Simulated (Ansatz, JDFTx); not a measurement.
**NaCl: programs and potentials compared**

```
CELL_PARAMETERS angstrom
0.00000 2.79406 2.79406
2.79406 0.00000 2.79406
2.79406 2.79406 0.00000
ATOMIC_POSITIONS crystal
Cl 0.50000 0.50000 0.50000
Na 0.00000 0.00000 0.00000
```

The cell is a database's computed one, not the measured one.

Alike in all runs: task single point; functional PBEsol; k mesh 8 × 8 × 8; occupations gaussian, width 0.02 eV; no spin polarisation; no spin-orbit coupling. Pressure is positive in compression and, in plane waves, holds the error of the finite cutoff, which Ansatz's Pulay term estimates and takes out.

| program and potentials | plane-wave cutoff (eV) | notes | band gap (eV) | pressure (GPa) |
| --- | --- | --- | --- | --- |
| Ansatz, Ansatz PAW | 420 | potentials made for PBE, which Ansatz adapts in part | 5.04 | 0.20 |
| JDFTx, PseudoDojo-SR-PBEsol-0.4.1-standard with smoothed tails | 1197 | - | 5.04 | 0.22 |
| Ansatz, all-electron LAPW, scalar-relativistic | - | - | 5.04 | 0.20 |

All agree on the band gap. The pressure spans 0.20 (Ansatz, Ansatz PAW) to 0.22 GPa (JDFTx, PseudoDojo-SR-PBEsol-0.4.1-standard with smoothed tails), with all-electron results at 0.20.

The functional is the same throughout but for its coding, so the spread measures potentials, basis and numerics; runs on potential files found faulty are left out.
